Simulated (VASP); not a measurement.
Results of a VASP single-point calculation on Ge (strained diamond)

POSCAR

```
Ge
 1.0000000000000000
     0.0000000000000000    2.7517673067000001    2.7517673067000001
     2.7517673067000001    0.0000000000000000    2.7517673067000001
     2.7517673067000001    2.7517673067000001    0.0000000000000000
 Ge
   2
Cartesian
  0.0000000000000000  0.0000000000000000  0.0000000000000000
  1.3758836533500001  1.3758836533500001  1.3758836533500001
```

| Quantity | Value |
| --- | --- |
| gap between bands v and c | 0.44 eV |
| least direct gap | 0.82 eV |

Band v is the last that the valence electrons fill when counted band by band, and c is the next. Levels in eV from the top of v:

```json
{"point": "Γ", "v−1": "0.00", "v": "0.00", "c": "0.82", "c+1": "2.58"}
{"point": "X", "v−1": "-3.38", "v": "-3.38", "c": "0.63", "c+1": "0.63"}
{"point": "K", "v−1": "-4.79", "v": "-2.90", "c": "1.10", "c+1": "4.25"}
{"point": "L", "v−1": "-1.54", "v": "-1.54", "c": "0.45", "c+1": "3.78"}
{"point": "W", "v−1": "-4.32", "v": "-4.32", "c": "4.66", "c+1": "4.66"}
```

Q: Which of these levels of theory gave these results?
A. PBE0
B. PBE
C. r²SCAN
D. LDA
E. PBEsol
F. HSE06
G. PBE with spin–orbit coupling

A: B.

The INCAR was:

```
ISMEAR = -1
NSW = 0
GGA = PE
EDIFF = 1E-7
NBANDS = 21
PREC = Accurate
NELM = 120
LWAVE = .FALSE.
ISIF = 2
IBRION = -1
LCHARG = .FALSE.
ENCUT = 520
SIGMA = 0.02
LREAL = .FALSE.
LASPH = .TRUE.
```
